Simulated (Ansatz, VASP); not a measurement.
## Two plane-wave programs on As

File POSCAR:

```
As
1.0
    2.7652175444      0.0000000000      0.0000000000
    0.0000000000      2.7652175444      0.0000000000
    0.0000000000      0.0000000000      2.7652175444
As
1
Direct
    0.0000000000      0.0000000000      0.0000000000
```

File INCAR.step1:

```
SYSTEM = As
PREC = Accurate
ENCUT = 520
ISMEAR = -1
SIGMA = 0.03
LREAL = .False.
LASPH = .True.
NELM = 80
NBANDS = 8
GGA = PE
ALGO = Normal
EDIFF = 1E-4
LWAVE = .True.
LCHARG = .False.
```

File INCAR.step2:

```
SYSTEM = As
PREC = Accurate
ENCUT = 520
EDIFF = 1E-8
ISMEAR = -1
SIGMA = 0.03
LREAL = .False.
LASPH = .True.
NELM = 80
ALGO = Normal
ISIF = 2
LWAVE = .False.
LCHARG = .False.
METAGGA = R2SCAN
LMIXTAU = .True.
LEFG = .True.
NBANDS = 8
ISTART = 1
```

KPOINTS

```
regular mesh
0
Gamma
  13 13 13
  0 0 0
```

Input for Ansatz:

```yaml
crystal:
  lattice:
    - [2.7652175444, 0.0, 0.0]
    - [0.0, 2.7652175444, 0.0]
    - [0.0, 0.0, 2.7652175444]
  atoms:
    - { symbol: As, position: [0.0, 0.0, 0.0] }
kpoints:
  mp_grid: { grid: [13, 13, 13] }
scf:
  occupations: { method: fermi_dirac, width: 0.03 }
hamiltonian:
  xc: r2scan
  pseudopotentials: { kind: paw }
output:
  forces: true
  stress: true
  eigenvalues: true
  efg: { contact_densities: true }
  write_density: true
  write_potential: true
  elf: true
  volumetric_format: npy
```

Change from the starting cell: functional r2scan, volume scaled by 1.04, PAW files.

Alike in both runs: task electric field gradients; functional r2SCAN; k mesh 13 × 13 × 13; occupations fermi-dirac, width 0.03 eV; no spin polarisation.

```csv
,VASP,Ansatz
version,VASP 6.6.1,Ansatz 0.2.0
potentials or method,"VASP PAW PBE potentials, release 64 (As)","PAW with Ansatz's default frozen-core files, scalar-relativistic"
plane-wave cutoff (eV),520,500
valence electrons in the cell,5,15
```

|  | VASP | Ansatz | Ansatz less VASP |
| --- | --- | --- | --- |
| pressure (GPa) | -5.0 | -4.9 | +0.07 |
| Vzz of the field gradient on the site that differs most (V/Å²) | 0.0 | 0.0 | 0.00 |

The two sets of potentials don't hold the same shells in valence.

Caveats: the PAW data sets were made with another functional, which shifts forces and pressure a little (VASP).
